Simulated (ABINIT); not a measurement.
Crystal: MnO.

```
Mn O
1.0
     3.37170    0.00000    0.00000
    -1.68585    2.91998    0.00000
     0.00000    0.00000    5.38550
Mn O
2 2
Direct
  0.66667 0.33333 0.51096
  0.33333 0.66667 0.01096
  0.66667 0.33333 0.87547
  0.33333 0.66667 0.37547
```

Measurements of this composition are mostly on another form, of space group No. 225.

```yaml
Program: ABINIT 10.8.3 (patched build)
Task: relaxation of cell and atoms
Functional: LDA
Potentials_or_basis: JTH PAW LDA v2.0
Cutoff: 707 eV
k_mesh: 5 × 5 × 3
Occupations: fermi-dirac, width 0.05 eV
Spin: collinear spin, ferromagnetic start
Starting_moments: "[4.0, 4.0, 0.0, 0.0] μB"
```

At the start: pressure -4.5 GPa; volume 13.26 Å³/atom.

Task: Where does the relaxation end?

Result: Over 7 steps the energy falls by 25.4 meV/atom and the volume is 12.63 Å³/atom (-4.7 %); space group P6_3mc (No. 186, to 0.05 Å); moment 9.70 μB per cell.

The path:
| step | energy change (eV) | largest force (eV/Å) | pressure (GPa) | volume (Å³) |
| --- | --- | --- | --- | --- |
| 1 | 0.0000 | 0.5618 | -4.46 | 53.02 |
| 2 | -0.0376 | 0.4456 | -3.46 | 52.30 |
| 3 | -0.0898 | 0.0362 | 0.52 | 50.21 |
| 4 | -0.0928 | 0.0295 | -0.41 | 50.67 |
| 5 | -0.0970 | 0.0273 | -0.86 | 50.87 |
| 6 | -0.1015 | 0.0048 | -0.35 | 50.65 |
| 7 | -0.1016 | 0.0028 | -0.03 | 50.52 |

Final structure:
```
Mn O
1.0
     3.33904    0.00000    0.00000
    -1.66952    2.89169    0.00000
     0.00000    0.00000    5.23179
Mn O
2 2
Direct
  0.66667 0.33333 0.49808
  0.33333 0.66667 0.99808
  0.66667 0.33333 0.88835
  0.33333 0.66667 0.38835
```

Caveat: the k mesh is coarse (spacing up to 0.43 Å⁻¹), so the values aren't converged; only a ferromagnetic start was run, and an antiferromagnetic order may lie lower in energy.
